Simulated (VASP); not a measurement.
Te2Pt (Moncheite):

```
Te Pt
1.0
     4.01000    0.00000    0.00000
    -2.00500    3.47276    0.00000
     0.00000    0.00000    5.20100
Te Pt
2 1
Direct
  0.33333 0.66667 0.25000
  0.66667 0.33333 0.75000
  0.00000 0.00000 0.00000
```

```yaml
Program: VASP 6.6.1
Task: relaxation of cell and atoms
Functional: PBE
Dispersion: D3(BJ)
Potentials_or_basis: VASP PAW PBE potentials, release 64 (Te, Pt)
Cutoff: 600 eV
k_mesh: 6 × 6 × 4
Occupations: fermi-dirac, width 0.02 eV
Spin: no spin polarisation
```

At the start: pressure 4.6 GPa; volume 24.14 Å³/atom.

Q: How do energy, volume and symmetry change on relaxing?

A: Over 16 steps the energy falls by 30.1 meV/atom and the volume is 24.23 Å³/atom (+0.4 %); space group P-3m1 (No. 164, to 0.05 Å).

Step by step:
```
step  energy change (eV)  largest force (eV/Å)  pressure (GPa)  volume (Å³)
   1              0.0000                1.0728            4.60        72.43
   2              0.0682                0.4849           -7.05        79.94
   3             -0.0612                0.3519           -0.91        75.31
   4             -0.0612                0.3651           -0.81        75.25
   5             -0.0757                0.2479           -0.52        74.47
   6             -0.0863                0.0018            0.20        72.95
   7             -0.0864                0.0254            0.13        73.08
   8             -0.0890                0.0540           -0.39        73.11
   9             -0.0892                0.0746           -0.51        73.11
  10             -0.0901                0.0115            0.20        72.48
  11             -0.0902                0.0255            0.04        72.62
  12             -0.0902                0.0266            0.03        72.63
  13             -0.0903                0.0178            0.01        72.67
  14             -0.0903                0.0057           -0.04        72.72
  15             -0.0903                0.0059            0.05        72.68
  16             -0.0903                0.0008            0.02        72.70
```

Final structure:
```
CELL_PARAMETERS angstrom
4.04562 0.00000 0.00000
-2.02281 3.50361 0.00000
0.00000 0.00000 5.12875
ATOMIC_POSITIONS crystal
Te 0.33333 0.66667 0.26511
Te 0.66667 0.33333 0.73489
Pt 0.00000 0.00000 0.00000
```

Caveat: pairwise dispersion overbinds metals, which lowers pressure and volume.
